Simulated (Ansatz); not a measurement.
# Ni: one cell, many SCF starts

Aim: see which self-consistent states Ni reaches from different starts at one fixed geometry, and which of them is lowest. Ni is taken in the measured crystal structure (space group Fm-3m, primitive cell doubled), 2 atoms in the cell. Source: COD entry 9013034.

The COD cell was measured well above room temperature, so it is larger than a cold one.

Computed with Ansatz 0.2.0 (DFT PBE, PAW, plane waves, scalar-relativistic, unless a step's input says otherwise).

## (1) Starting point

It takes space group Fm-3m (No. 225, cubic). The conventional cell has a = 3.615 Å, b = 3.615 Å, c = 3.615 Å, α = 90.00°, β = 90.00°, γ = 90.00°. Ni (site symmetry m-3m) is surrounded by 12 Ni at 2.56 Å.

Structure file:

```cif
data_structure
_symmetry_space_group_name_H-M 'Fm-3m'
_symmetry_Int_Tables_number 225
_cell_length_a 3.6150
_cell_length_b 3.6150
_cell_length_c 3.6150
_cell_angle_alpha 90.000
_cell_angle_beta 90.000
_cell_angle_gamma 90.000
_cell_volume 47.24
loop_
_atom_site_label
_atom_site_type_symbol
_atom_site_symmetry_multiplicity
_atom_site_Wyckoff_symbol
_atom_site_fract_x
_atom_site_fract_y
_atom_site_fract_z
_atom_site_occupancy
Ni1 Ni 4 a 0.00000 0.00000 0.00000 1
```

Labels such as Ni2 number the atoms in the order of the input file.

First come: parallel moments, plain SCF; opposed moments +-, plain SCF; no spin polarisation; spin on, no moments given (the program may seed its own), plain SCF. Further starts follow from what these give.

“Plain SCF” means no search for lower states. Ends within 0.2 meV/atom and 0.1 μB count as one state.

The total moment includes the space between the atomic spheres.

## (2) Parallel moments, plain SCF

Contents of input.yaml:

```yaml
crystal:
  lattice:
    - [3.615, 1.8075, 1.8075]
    - [1.8075, 3.615, 1.8075]
    - [1.8075, 1.8075, 3.615]
  atoms:
    - { symbol: Ni, position: [0.0, 0.0, 0.0], spin: 2.0 }
    - { symbol: Ni, position: [0.5, 0.5, 0.5], spin: 2.0 }
magnetization:
  spin_polarized: true
hamiltonian:
  xc: pbe
  pseudopotentials: { kind: paw }
basis:
  ecutwfc: 420
kpoints:
  mp_grid: { grid: [12, 12, 12] }
scf:
  occupations: { method: fermi_dirac, width: 0.1 }
  lower_state_search: "off"
output:
  forces: true
  stress: true
```

Output, shortened:

```text
basis.fft_grid_basis auto: the FFT boxes are laid along the combinations [[1, 0, -1], [0, 1, -1], [0, 0, 1]] of the cell's own vectors, 2.556, 2.556 and 4.427 Å long. The dense box has 18×18×30 points. Along the cell's own vectors, as sized, it would have 30×30×30, 2.78 times as many. [...]
Pseudopotentials: kind: paw
Pseudopotential: Ni, paw, valence charge 18, recommended cutoff 420 eV (normal), Ni.paw.azcp
Functional definition: PBE
[...]
Crystal: 2 atoms, lattice volume = 23.621 Å³
Basis set: ecut = 420 eV, 487 PW (Γ), FFT grids on a1−a3, a2−a3, a3, exchange–correlation on 36×36×60 points (8 copies of the dense FFT grid, shifted against one another)
Bands: 24, of which v1, the nominal top of the filled ones, is band 18 counted from 1 (17 counted from 0)
Symmetry: 24 space group operations
Space group: Fm-3m (ITA 225), of the structure as read, at distance tolerance 2.9e-5 Å
Magnetic group: BNS 225.116 (UNI 1618), of the structure as read, at distance tolerance 2.9e-5 Å
k-points: 189 of 1728
[...]
Starting moments: Σ|m| = 4 μB on 2 of 2 sites
[...]
SCF iter   1: F=—  HF=-11678.890352 eV  |F-HF|=—  |Δ(HF+E_count)|=         —  Δρ=1.29e-1 (↑1.02e-1 ↓1.29e-1)  dr2=9.96e-2  dr2_m=2.87e0  M=1.894 μB ∫|m|=2.115 μB  β_m=0.30  ethr=2.77e-4  ⟨swp⟩=1.0  Hψ=44769  notcnv=0
[...]
spin-set hold released at iteration 1 (the charge has settled, or the pull on large starting moments outlasts its swing): the magnetisation degrees of freedom join the quasi-Newton model from the next iteration; the mixer history was flushed
[...]
SCF iter  10: F=-11679.419026 eV  HF=-11679.419026 eV  |F-HF|=2.19e-9  |Δ(HF+E_count)|=   1.99e-8  Δρ=8.05e-6 (↑1.63e-6 ↓8.05e-6)  dr2=5.48e-9  dr2_m=4.88e-9  M=1.334 μB ∫|m|=1.535 μB  ethr=1.91e-11  ⟨swp⟩=2.0  Hψ=28557  notcnv=0
[...]
SCF converged after 10 iterations
Magnetization: 1.3337 μB (18.6669 up, 17.3331 down)
Absolute magnetization: 1.5363 μB (∫|ρ↑−ρ↓|, with the PAW one-centre terms)
Spin contamination: 0.0175 ħ² per cell (⟨S²⟩ above its minimum at these occupations)
Per-site moments (μB) at R_I (Å): [(0.709121933947214, 1.054428793270615), (0.7091219339472136, 1.054428793270615)]
Free energy (F): -11679.419026 eV
[...]
E sigma→0 (E₀):  -11679.362014 eV
Entropy (-TS):   -0.114024 eV (-57.012 meV/atom)
Fermi energy:    16.382169 eV
[...]
--- Forces (eV/Å), atoms counted from 1 ---
  atom   1  Ni     0.00000000     0.00000000     0.00000000
  atom   2  Ni    -0.00000000    -0.00000000    -0.00000000
[...]
--- Stress (GPa, compression-positive) ---
      -12.767656      -0.063550      -0.063550
       -0.063550     -12.767656      -0.063550
       -0.063550      -0.063550     -12.767656
  P = ⅓ Tr σ = -12.7677 GPa (-127.677 kbar)
```

Wall time 26 s (2 threads of an x86-64 CPU, shared host); peak memory 0.43 GiB.

The state reached is ferromagnetic, site moments Ni1 0.71, Ni2 0.71 μB, total 1.33 μB per cell, no gap on the k-mesh.

## (3) Opposed moments +-, plain SCF

Changes to input.yaml since step 2:

```diff
@@ -7,3 +7,3 @@
     - { symbol: Ni, position: [0.0, 0.0, 0.0], spin: 2.0 }
-    - { symbol: Ni, position: [0.5, 0.5, 0.5], spin: 2.0 }
+    - { symbol: Ni, position: [0.5, 0.5, 0.5], spin: -2.0 }
 magnetization:
```

Output, shortened:

```text
[... 12 lines as in an earlier run ...]
Symmetry: 12 space group operations
Space group: R-3m (ITA 166), of the structure as read, at distance tolerance 2.9e-5 Å
Magnetic group: BNS 166.102 (UNI 1332), of the structure as read, at distance tolerance 2.9e-5 Å
[... 5 lines as in an earlier run ...]
Starting moments: Σ|m| = 4 μB on 2 of 2 sites
Starting magnetic order: antiferromagnet; a translation exchanges its spin sublattices: spin-degenerate at every k-point
[... 2 lines as in an earlier run ...]
spin-down is spin-up translated by (0.5, 0.5, 0.5): one eigenproblem is solved per k-point and the antiferromagnetic symmetry of the starting moments is kept exactly by this SCF (crystal.symmetry.spin_inversion_symmetry: false solves both channels; [...]
SCF converged after 23 iterations
Magnetization: 0.0000 μB (18.0000 up, 18.0000 down)
Absolute magnetization: 0.0013 μB (∫|ρ↑−ρ↓|, with the PAW one-centre terms)
Spin contamination: 0.0000 ħ² per cell (⟨S²⟩ above its minimum at these occupations)
Per-site moments (μB) at R_I (Å): [(-0.0006198687094345413, 1.054428793270615), (0.0006198687094345413, 1.054428793270615)]
Free energy (F): -11679.339545 eV
[...]
E sigma→0 (E₀):  -11679.247441 eV
Entropy (-TS):   -0.184208 eV (-92.104 meV/atom)
Fermi energy:    16.210263 eV
[...]
--- Forces (eV/Å), atoms counted from 1 ---
  atom   1  Ni     0.00000000     0.00000000     0.00000000
  atom   2  Ni    -0.00000000    -0.00000000    -0.00000000
[...]
--- Stress (GPa, compression-positive) ---
      -13.793480       0.070069       0.070069
        0.070069     -13.793480       0.070069
        0.070069       0.070069     -13.793480
  P = ⅓ Tr σ = -13.7935 GPa (-137.935 kbar)
```

Wall time 33 s (2 threads of an x86-64 CPU, shared host); peak memory 0.43 GiB.

Result: non-magnetic, no gap on the k-mesh. It lies 39.7 meV/atom above the lowest state so far (step 2).

## (4) No spin polarisation

Changes to input.yaml since step 3:

```diff
@@ -6,6 +6,4 @@
   atoms:
-    - { symbol: Ni, position: [0.0, 0.0, 0.0], spin: 2.0 }
-    - { symbol: Ni, position: [0.5, 0.5, 0.5], spin: -2.0 }
-magnetization:
-  spin_polarized: true
+    - { symbol: Ni, position: [0.0, 0.0, 0.0] }
+    - { symbol: Ni, position: [0.5, 0.5, 0.5] }
 hamiltonian:
```

Output, shortened:

```text
[... 11 lines as in an earlier run ...]
Bands: 22, of which v1, the nominal top of the filled ones, is band 18 counted from 1 (17 counted from 0)
[... 6 lines as in an earlier run ...]
[...]
[... 2 lines as in an earlier run ...]
SCF iter   1: F=—  HF=-11679.339474 eV  |F-HF|=—  |Δ(HF+E_count)|=         —  Δρ=2.53e-3  dr2=8.20e-4  ethr=1.77e-3  ⟨swp⟩=4.4  Hψ=15119  notcnv=0
[...]
SCF iter   6: F=-11679.339545 eV  HF=-11679.339545 eV  |F-HF|=1.52e-9  |Δ(HF+E_count)|=   7.56e-9  Δρ=4.93e-6  dr2=2.14e-9  ethr=2.61e-11  ⟨swp⟩=2.4  Hψ=14852  notcnv=0
[...]
SCF converged after 6 iterations
Free energy (F): -11679.339545 eV
[...]
E sigma→0 (E₀):  -11679.247441 eV
Entropy (-TS):   -0.184208 eV (-92.104 meV/atom)
Fermi energy:    16.210247 eV
[... 24 lines left out: energy terms, forces, stress ...]
```

Run time: 6.8 s. Hardware: 2 threads of an x86-64 CPU, shared host; peak memory 0.38 GiB.

Nothing new: the 6 iterations lead to the state found in step 3 (non-magnetic).

## (5) Spin on, no moments given (the program may seed its own), plain SCF

Changes to input.yaml since step 4:

```diff
@@ -21 +21,3 @@
   stress: true
+magnetization:
+  spin_polarized: true
```

Output, shortened:

```text
[... 1 line as in an earlier run ...]
band count auto-derived: 24 (N_el = 36.0; filled up to band 18; 22 by the electrons, moments and atoms)
[... 20 lines as in an earlier run ...]
[...]
SCF iter   1: F=—  HF=-11677.968705 eV  |F-HF|=—  |Δ(HF+E_count)|=         —  Δρ=1.78e-1 (↑1.78e-1 ↓1.64e-1)  dr2=2.61e-2  dr2_m=6.31e0  M=2.576 μB ∫|m|=2.576 μB  ethr=1.02e-3  ⟨swp⟩=1.3  Hψ=22646  notcnv=0
[...]
SCF iter  11: F=-11679.419026 eV  HF=-11679.419026 eV  |F-HF|=3.78e-10  |Δ(HF+E_count)|=   8.38e-9  Δρ=1.75e-6 (↑8.76e-7 ↓1.75e-6)  dr2=5.66e-11  dr2_m=3.23e-10  M=1.334 μB ∫|m|=1.535 μB  ethr=2.93e-11  ⟨swp⟩=2.1  Hψ=28475  notcnv=0
[...]
SCF converged after 11 iterations
Magnetization: 1.3338 μB (18.6669 up, 17.3331 down)
Absolute magnetization: 1.5364 μB (∫|ρ↑−ρ↓|, with the PAW one-centre terms)
Spin contamination: 0.0175 ħ² per cell (⟨S²⟩ above its minimum at these occupations)
Per-site moments (μB) at R_I (Å): [(0.7091412343392675, 1.054428793270615), (0.7091412343392675, 1.054428793270615)]
Free energy (F): -11679.419026 eV
[...]
E sigma→0 (E₀):  -11679.362015 eV
Entropy (-TS):   -0.114023 eV (-57.012 meV/atom)
Fermi energy:    16.382151 eV
[... 24 lines left out: energy terms, forces, stress ...]
```

Wall time 19 s (2 threads of an x86-64 CPU, shared host); peak memory 0.44 GiB.

Nothing new: the 11 iterations lead to the state found in step 2 (ferromagnetic).

## (6) Parallel moments scaled by 0.2, plain SCF

Changes to input.yaml since step 5:

```diff
@@ -6,4 +6,6 @@
   atoms:
-    - { symbol: Ni, position: [0.0, 0.0, 0.0] }
-    - { symbol: Ni, position: [0.5, 0.5, 0.5] }
+    - { symbol: Ni, position: [0.0, 0.0, 0.0], spin: 0.4 }
+    - { symbol: Ni, position: [0.5, 0.5, 0.5], spin: 0.4 }
+magnetization:
+  spin_polarized: true
 hamiltonian:
@@ -21,3 +23 @@
   stress: true
-magnetization:
-  spin_polarized: true
```

Output, shortened:

```text
[... 11 lines as in an earlier run ...]
Bands: 23, of which v1, the nominal top of the filled ones, is band 18 counted from 1 (17 counted from 0)
[... 8 lines as in an earlier run ...]
Starting moments: Σ|m| = 0.8 μB on 2 of 2 sites
[... 2 lines as in an earlier run ...]
[...]
SCF iter   1: F=—  HF=-11679.401152 eV  |F-HF|=—  |Δ(HF+E_count)|=         —  Δρ=4.53e-2 (↑4.53e-2 ↓1.32e-2)  dr2=3.55e-1  dr2_m=8.08e-2  M=0.905 μB ∫|m|=0.938 μB  β_m=1.00  ethr=9.87e-4  ⟨swp⟩=1.0  Hψ=43130  notcnv=0
[...]
spin-set hold released at iteration 8 (site moments contracting): the magnetisation degrees of freedom join the quasi-Newton model from the next iteration; the mixer history was flushed
[...]
SCF iter  14: F=-11679.419026 eV  HF=-11679.419026 eV  |F-HF|=7.55e-10  |Δ(HF+E_count)|=   1.12e-6  Δρ=9.16e-6 (↑4.15e-6 ↓9.16e-6)  dr2=6.72e-9  dr2_m=4.55e-9  M=1.334 μB ∫|m|=1.535 μB  ethr=1.98e-10  ⟨swp⟩=4.1  Hψ=31291  notcnv=0
[...]
SCF converged after 14 iterations
Magnetization: 1.3337 μB (18.6669 up, 17.3331 down)
Absolute magnetization: 1.5363 μB (∫|ρ↑−ρ↓|, with the PAW one-centre terms)
Spin contamination: 0.0175 ħ² per cell (⟨S²⟩ above its minimum at these occupations)
Per-site moments (μB) at R_I (Å): [(0.7091136158264234, 1.054428793270615), (0.7091136158264225, 1.054428793270615)]
Free energy (F): -11679.419026 eV
[...]
E sigma→0 (E₀):  -11679.362012 eV
Entropy (-TS):   -0.114029 eV (-57.015 meV/atom)
Fermi energy:    16.382154 eV
[... 24 lines left out: energy terms, forces, stress ...]
```

It took 25 s on 2 threads of an x86-64 CPU, shared host; peak memory 0.43 GiB.

Nothing new: the 14 iterations lead to the state found in step 2 (ferromagnetic).

## (7) Moments +- scaled by 0.5, plain SCF

Changes to input.yaml since step 6:

```diff
@@ -6,4 +6,4 @@
   atoms:
-    - { symbol: Ni, position: [0.0, 0.0, 0.0], spin: 0.4 }
-    - { symbol: Ni, position: [0.5, 0.5, 0.5], spin: 0.4 }
+    - { symbol: Ni, position: [0.0, 0.0, 0.0], spin: 1.0 }
+    - { symbol: Ni, position: [0.5, 0.5, 0.5], spin: -1.0 }
 magnetization:
```

Output, shortened:

```text
[... 20 lines as in an earlier run ...]
Starting moments: Σ|m| = 2 μB on 2 of 2 sites
Starting magnetic order: antiferromagnet; a translation exchanges its spin sublattices: spin-degenerate at every k-point
[... 3 lines as in an earlier run ...]
[...]
SCF iter   1: F=—  HF=-11679.252941 eV  |F-HF|=—  |Δ(HF+E_count)|=         —  Δρ=4.69e-2 (↑4.69e-2 ↓4.69e-2)  dr2=3.07e-1  dr2_m=3.36e-1  M=0.000 μB ∫|m|=1.238 μB  β_m=0.30  ethr=8.54e-4  ⟨swp⟩=1.0  Hψ=21665  notcnv=0
[...]
spin-set hold released at iteration 9 (site moments contracting): the magnetisation degrees of freedom join the quasi-Newton model from the next iteration; the mixer history was flushed
[...]
SCF iter  28: F=-11679.339545 eV  HF=-11679.339545 eV  |F-HF|=1.82e-11  |Δ(HF+E_count)|=   3.13e-9  Δρ=4.99e-7 (↑4.99e-7 ↓4.99e-7)  dr2=3.02e-11  dr2_m=1.28e-11  M=0.000 μB ∫|m|=0.001 μB  ethr=1.00e-12  ⟨swp⟩=1.2  Hψ=16701  notcnv=0
[...]
SCF converged after 28 iterations
Magnetization: 0.0000 μB (18.0000 up, 18.0000 down)
Absolute magnetization: 0.0014 μB (∫|ρ↑−ρ↓|, with the PAW one-centre terms)
Spin contamination: 0.0000 ħ² per cell (⟨S²⟩ above its minimum at these occupations)
Per-site moments (μB) at R_I (Å): [(-0.000657560457047637, 1.054428793270615), (0.000657560457047637, 1.054428793270615)]
Free energy (F): -11679.339545 eV
[...]
E sigma→0 (E₀):  -11679.247441 eV
Entropy (-TS):   -0.184208 eV (-92.104 meV/atom)
Fermi energy:    16.210265 eV
[... 24 lines left out: energy terms, forces, stress ...]
```

Wall time 24 s (2 threads of an x86-64 CPU, shared host); peak memory 0.42 GiB.

The run ends in the same state as step 3 (non-magnetic); it took 28 iterations.

## (8) A moment on one site alone, plain SCF

Changes to input.yaml since step 7:

```diff
@@ -6,4 +6,4 @@
   atoms:
-    - { symbol: Ni, position: [0.0, 0.0, 0.0], spin: 1.0 }
-    - { symbol: Ni, position: [0.5, 0.5, 0.5], spin: -1.0 }
+    - { symbol: Ni, position: [0.0, 0.0, 0.0] }
+    - { symbol: Ni, position: [0.5, 0.5, 0.5], spin: 2.0 }
 magnetization:
```

Output, shortened:

```text
[... 14 lines as in an earlier run ...]
Magnetic group: BNS 166.97 (UNI 1327), of the structure as read, at distance tolerance 2.9e-5 Å
[... 5 lines as in an earlier run ...]
Starting moments: Σ|m| = 2 μB on 1 of 2 sites
[... 2 lines as in an earlier run ...]
SCF iter   1: F=—  HF=-11679.260001 eV  |F-HF|=—  |Δ(HF+E_count)|=         —  Δρ=1.06e-1 (↑1.06e-1 ↓4.58e-2)  dr2=3.68e0  dr2_m=5.57e-1  M=1.423 μB ∫|m|=1.539 μB  β_m=0.30  ethr=3.10e-3  ⟨swp⟩=4.5  Hψ=31423  notcnv=0
[...]
spin-set hold released at iteration 5 (the charge has settled, or the pull on large starting moments outlasts its swing): the magnetisation degrees of freedom join the quasi-Newton model from the next iteration; the mixer history was flushed
[...]
SCF iter  22: F=-11679.419026 eV  HF=-11679.419026 eV  |F-HF|=2.25e-9  |Δ(HF+E_count)|=  5.78e-10  Δρ=4.73e-6 (↑1.10e-6 ↓4.73e-6)  dr2=3.01e-9  dr2_m=1.05e-9  M=1.334 μB ∫|m|=1.535 μB  ethr=2.78e-10  ⟨swp⟩=3.2  Hψ=24773  notcnv=0
[...]
SCF converged after 22 iterations
Magnetization: 1.3338 μB (18.6669 up, 17.3331 down)
Absolute magnetization: 1.5364 μB (∫|ρ↑−ρ↓|, with the PAW one-centre terms)
Spin contamination: 0.0175 ħ² per cell (⟨S²⟩ above its minimum at these occupations)
Per-site moments (μB) at R_I (Å): [(0.7091318412091892, 1.054428793270615), (0.7091367896937069, 1.054428793270615)]
Free energy (F): -11679.419026 eV
[...]
E sigma→0 (E₀):  -11679.362013 eV
Entropy (-TS):   -0.114026 eV (-57.013 meV/atom)
Fermi energy:    16.382162 eV
[... 24 lines left out: energy terms, forces, stress ...]
```

Run time: 28 s. Hardware: 2 threads of an x86-64 CPU, shared host; peak memory 0.44 GiB.

The run ends in the same state as step 2 (ferromagnetic); it took 22 iterations.

## (9) The runs side by side

```
step  iterations  state  moments of Ni1 Ni2 (μB)  total (μB)  gap (eV)  pressure (GPa)  above lowest (meV/atom)
   2          10      1                0.71 0.71        1.33      none           -12.8                      0.0
   3          23      2                0.00 0.00        0.00      none           -13.8                     39.7
   4           6      2                0.00 0.00        0.00      none           -13.8                     39.7
   5          11      1                0.71 0.71        1.33      none           -12.8                      0.0
   6          14      1                0.71 0.71        1.33      none           -12.8                      0.0
   7          28      2                0.00 0.00        0.00      none           -13.8                     39.7
   8          22      1                0.71 0.71        1.33      none           -12.8                      0.0
```

States are numbered from the lowest. Starts by step: 2 parallel moments, plain SCF; 3 opposed moments +-, plain SCF; 4 no spin polarisation; 5 spin on, no moments given (the program may seed its own), plain SCF; 6 parallel moments scaled by 0.2, plain SCF; 7 moments +- scaled by 0.5, plain SCF; 8 a moment on one site alone, plain SCF.

The 7 runs of this session took 2.7 min in all, from 6.8 s to 33 s each.

Decimal logarithm of the largest residual (eV) by iteration, counted through all cycles of a run:

```
iteration  step 2  step 3  step 4  step 5  step 6  step 7  step 8
        1     0.5     0.5    -3.1     0.8    -0.4    -0.5     0.6
        2     0.3     0.3    -3.7    -0.4    -1.4    -0.6     1.2
        3    -0.5     0.1    -6.0    -0.7    -1.7    -0.8     0.0
        4    -1.7    -1.2    -6.7    -0.3    -2.2    -0.9     0.1
        5    -2.5    -1.6    -8.0    -2.7    -2.4    -1.0    -0.1
        6    -3.0    -2.1    -8.7    -2.6    -2.6    -1.2     0.6
        8    -5.7    -3.4       -    -5.4    -2.9    -1.4    -0.5
       11       -    -5.0       -    -9.5    -1.6    -1.7    -1.2
       13       -    -5.3       -       -    -6.3    -3.2    -1.9
       16       -    -6.6       -       -       -    -4.7    -2.8
       18       -    -7.7       -       -       -    -5.6    -5.1
       21       -    -9.5       -       -       -    -6.0    -6.8
       23       -   -10.8       -       -       -    -7.6       -
       26       -       -       -       -       -    -9.9       -
       28       -       -       -       -       -   -10.5       -
```

## (10) Summary of results

```
                      quantity                               value
               distinct states             2 from 7 converged runs
lowest state from plain starts                       ferromagnetic
                   its moments               Ni1 0.71, Ni2 0.71 μB
                  total moment                    1.33 μB per cell
             gap on the k-mesh                                none
                      pressure                           -12.8 GPa
                 largest force                          0.000 eV/Å
                    next state  non-magnetic, 39.7 meV/atom higher
```

Distinct end states: 2, from 7 converged runs. Switching spin polarisation off costs 39.7 meV/atom in free energy, smearing entropy included. The search isn't exhaustive: larger magnetic cells and non-collinear orders weren't tried.
